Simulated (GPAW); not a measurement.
Here is a GPAW 26.7.0 calculation.

File run.py:

```python
import numpy as np
from ase.dft.bandgap import bandgap
from ase.io import read, write
from ase.units import GPa
from gpaw import GPAW, PW
from gpaw.spinorbit import soc_eigenstates

atoms = read('ZrB2.xyz')

calc = GPAW(mode=PW(800),
            xc='PBE',
            kpts={'size': (7, 7, 6), 'gamma': True},
            occupations={'name': 'fermi-dirac', 'width': 0.05},
            nbands=20,
            convergence={'density': 1e-05, 'energy': 1e-05},
            maxiter=150,
            txt='gpaw.txt')
atoms.calc = calc
energy = atoms.get_potential_energy()
forces = atoms.get_forces()
stress = atoms.get_stress()
calc.write('gs.gpw')
write('result.traj', atoms)
print(f'Energy: {energy:.6f} eV')
print('Forces (eV/A):')
print(forces.round(4))
print('Stress (GPa):', (stress / GPa).round(3))
print('Fermi level:', round(calc.get_fermi_level(), 4), 'eV')
print(f'Gap: {bandgap(calc)[0]:.4f} eV, direct: {bandgap(calc, direct=True)[0]:.4f} eV')

path = atoms.cell.bandpath('GMKGALHA,LM,KH', npoints=100, eps=1e-4)
bs_calc = calc.fixed_density(kpts=path, symmetry='off', nbands=31,
                             convergence={'bands': 'CBM+6.0', 'eigenstates': 1e-6}, txt='bands.txt')
bs = bs_calc.band_structure()
bs.write('bs.json')
print(f'Gap on the path: {bandgap(bs_calc)[0]:.4f} eV')

soc = soc_eigenstates(bs_calc, theta=0, phi=0)
np.savetxt('soc_bands.dat', soc.eigenvalues(), fmt='%.4f')
mesh = soc_eigenstates('gs.gpw', theta=0, phi=0)
np.savetxt('soc_mesh.dat', mesh.eigenvalues(), fmt='%.4f')
print('Fermi level with spin-orbit coupling:', round(mesh.fermi_level, 4), 'eV')
```

Contents of ZrB2.xyz:

```xyz
3
Lattice="3.1700000000 0.0000000000 0.0000000000 -1.5850000000 2.7453005300 0.0000000000 0.0000000000 0.0000000000 3.5330000000" Properties=species:S:1:pos:R:3 pbc="T T T"
Zr     0.0000000000      0.0000000000      0.0000000000
B      1.5850000002      0.9151001766      1.7665000000
B     -0.0000000002      1.8302003534      1.7665000000
```

Potentials or basis: GPAW PAW data sets (gpaw-data 1.2.1), pw.

Launch:

```bash
$ OMP_NUM_THREADS=1 python run.py
```

Q: Estimate the band gap along the path.

A: None (metal or under the smearing width).

Q: Estimate the pressure.

A: -0.1 GPa.

Levels at the corners of the path, in eV from the Fermi level:
| point | band 16 | band 17 | band 18 | band 19 | band 20 | band 21 |
| --- | --- | --- | --- | --- | --- | --- |
| Γ | -2.38 | -2.16 | -2.16 | 3.56 | 3.56 | 3.62 |
| M | -2.87 | -2.48 | -2.48 | 2.42 | 2.42 | 2.50 |
| K | -2.27 | -2.25 | -2.25 | 1.72 | 1.72 | 1.78 |
| Γ | -2.38 | -2.16 | -2.16 | 3.56 | 3.56 | 3.62 |
| A | -0.78 | 0.50 | 0.50 | 0.54 | 0.54 | 0.93 |
| L | -3.92 | -1.82 | -1.82 | 3.92 | 3.92 | 4.27 |
| H | -2.54 | -2.42 | -2.42 | 4.27 | 4.27 | 6.18 |
| A | -0.78 | 0.50 | 0.50 | 0.54 | 0.54 | 0.93 |
| L | -3.92 | -1.82 | -1.82 | 3.92 | 3.92 | 4.27 |
| M | -2.87 | -2.48 | -2.48 | 2.42 | 2.42 | 2.50 |
| K | -2.27 | -2.25 | -2.25 | 1.72 | 1.72 | 1.78 |
| H | -2.54 | -2.42 | -2.42 | 4.27 | 4.27 | 6.18 |

Caveat: spin-orbit coupling was added after a scalar SCF, so levels and gaps hold it while energy, forces, pressure and moments don't; this program's spin-orbit splittings come out too wide for heavy elements.
